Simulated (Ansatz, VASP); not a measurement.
**One calculation of ZnS, two programs**

```
CELL_PARAMETERS angstrom
0.00000 2.66688 2.66688
2.66688 0.00000 2.66688
2.66688 2.66688 0.00000
ATOMIC_POSITIONS crystal
Zn 0.25000 0.25000 0.25000
S 0.00000 0.00000 0.00000
```

Alike in both runs: task single point; functional r2SCAN; k mesh 6 × 6 × 6; no spin polarisation.

```csv
,VASP,Ansatz
version,VASP 6.6.1,Ansatz 0.2.0
potentials or method,"VASP PAW PBE potentials, release 64 (Zn, S)","plane waves, PAW"
plane-wave cutoff (eV),520,500
occupations,"gaussian, width 0.01 eV",fixed
valence electrons in the cell,18,18
```

```csv
,VASP,Ansatz,Ansatz less VASP
gap on the k mesh at the Fermi level (eV),2.86,2.85,-0.013
pressure (GPa),2.6,2.6,-0.01
```

Caveats: the PAW data sets were made with another functional, which shifts forces and pressure a little (VASP). r2SCAN opens gaps a little over a GGA but as a rule still falls short of measured ones.
